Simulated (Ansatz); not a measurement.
Molecular dynamics on a 2×2×2 supercell (16 atoms) of LiCl (rocksalt), relaxed with r2SCAN. Forces come from PBEsol in the PAW code Ansatz: a Langevin thermostat at fixed volume, 1000 K, steps of 1 fs. Computed, non-magnetic; the trajectory is short and the cell small, so nothing here is a converged average.

```yaml
crystal:
  lattice:
    - [0.0, 5.1120739889, 5.1120739889]
    - [5.1120739889, 0.0, 5.1120739889]
    - [5.1120739889, 5.1120739889, 0.0]
  atoms:
    - { symbol: Li, position: [0.0, 0.0, 0.0] }
    - { symbol: Cl, position: [0.25, 0.25, 0.25] }
    - { symbol: Li, position: [0.0, 0.0, 0.5] }
    - { symbol: Cl, position: [0.25, 0.25, 0.75] }
    - { symbol: Li, position: [0.0, 0.5, 0.0] }
    - { symbol: Cl, position: [0.25, 0.75, 0.25] }
    - { symbol: Li, position: [0.0, 0.5, 0.5] }
    - { symbol: Cl, position: [0.25, 0.75, 0.75] }
    - { symbol: Li, position: [0.5, 0.0, 0.0] }
    - { symbol: Cl, position: [0.75, 0.25, 0.25] }
    - { symbol: Li, position: [0.5, 0.0, 0.5] }
    - { symbol: Cl, position: [0.75, 0.25, 0.75] }
    - { symbol: Li, position: [0.5, 0.5, 0.0] }
    - { symbol: Cl, position: [0.75, 0.75, 0.25] }
    - { symbol: Li, position: [0.5, 0.5, 0.5] }
    - { symbol: Cl, position: [0.75, 0.75, 0.75] }
kpoints:
  mp_grid: { grid: [2, 2, 2] }
hamiltonian:
  xc: pbesol
scf:
  occupations: { method: fermi_dirac, width: 0.086 }
md:
  ensemble: nvt_langevin
  temperature: 1000
  timestep: 1.0
  n_steps: 20
  initial_velocities: maxwell_boltzmann
  seed: 4440
```

Command: `ansatz run input.yaml --threads 4 --pin off --max-ram 3686MiB --backend cpu --events-out ev --progress --plain --runs-dir out`. Wall time 26 s on 4 threads of Intel(R) Xeon(R) Platinum 8259CL CPU @ 2.50GHz (Skylake/Cascade Lake) (shared host); peak host memory 0.83 GiB.

| step | t (fs) | T (K) | free energy F from step 0 (meV/atom) | kinetic energy (meV/atom) | largest force (eV/Å) |
| --- | --- | --- | --- | --- | --- |
| 0 | 0 | 938 | 0.0 | 121.2 | 0.00 |
| 1 | 1 | 1027 | 0.2 | 132.7 | 0.05 |
| 2 | 2 | 979 | 0.7 | 126.5 | 0.10 |
| 3 | 3 | 1038 | 1.6 | 134.1 | 0.15 |
| 4 | 4 | 1024 | 2.9 | 132.4 | 0.20 |
| 5 | 5 | 905 | 4.4 | 116.9 | 0.24 |
| 6 | 6 | 896 | 6.2 | 115.8 | 0.29 |
| 7 | 7 | 849 | 8.3 | 109.7 | 0.36 |
| 8 | 8 | 827 | 10.6 | 106.9 | 0.43 |
| 9 | 9 | 851 | 13.1 | 110.0 | 0.52 |
| 10 | 10 | 819 | 15.8 | 105.8 | 0.60 |
| 11 | 11 | 810 | 18.7 | 104.7 | 0.70 |
| 12 | 12 | 744 | 21.8 | 96.2 | 0.80 |
| 13 | 13 | 711 | 25.0 | 92.0 | 0.91 |
| 14 | 14 | 676 | 28.5 | 87.3 | 1.02 |
| 15 | 15 | 652 | 32.0 | 84.3 | 1.13 |
| 16 | 16 | 612 | 35.6 | 79.1 | 1.23 |
| 17 | 17 | 553 | 39.1 | 71.5 | 1.31 |
| 18 | 18 | 555 | 42.7 | 71.8 | 1.38 |
| 19 | 19 | 488 | 46.1 | 63.1 | 1.44 |
| 20 | 20 | 496 | 49.4 | 64.2 | 1.49 |

The temperature starts at 938 K, is lowest at step 19 (488 K, 19 fs) and ends at 496 K. The thermostat hasn't had time to restore it. The atoms start on their lattice sites with kinetic energy alone, so much of it first passes into potential energy. By the last step the atoms have moved 0.25 Å in the root mean square, the drift of the whole cell taken out, 0.46 Å at most.

Positions (Å) and forces (eV/Å) at step 20:
```
Li   0.109  -0.217   0.121    -0.001   0.247  -0.307
Cl   2.542   2.577   2.470     0.001  -0.055   0.312
Li   2.624   2.353   0.018    -0.102   0.090   0.115
Cl   5.238   5.168   2.467    -0.248   0.028   0.243
Li   2.713   0.057   2.959     0.027   0.063  -0.618
Cl   5.096   2.538   5.088     0.086  -0.090   0.064
Li   5.304   2.507   2.204    -0.224  -0.130   1.206
Cl   7.707   5.068   5.205     0.104   0.140   0.232
Li  -0.267   2.523   2.555     0.382   0.181  -0.139
Cl   2.536   5.076   5.045     0.137  -0.106   0.332
Li   2.588   5.017   2.849    -0.153  -0.047  -0.629
Cl   5.161   7.627   5.242    -0.048  -0.032  -1.488
Li   2.779   2.404   4.993    -0.221   0.186  -0.004
Cl   5.045   5.188   7.573     0.205  -0.316   0.272
Li   5.375   4.855   4.761    -0.247   0.100   0.490
Cl   7.605   7.798   7.783     0.301  -0.259  -0.084
```
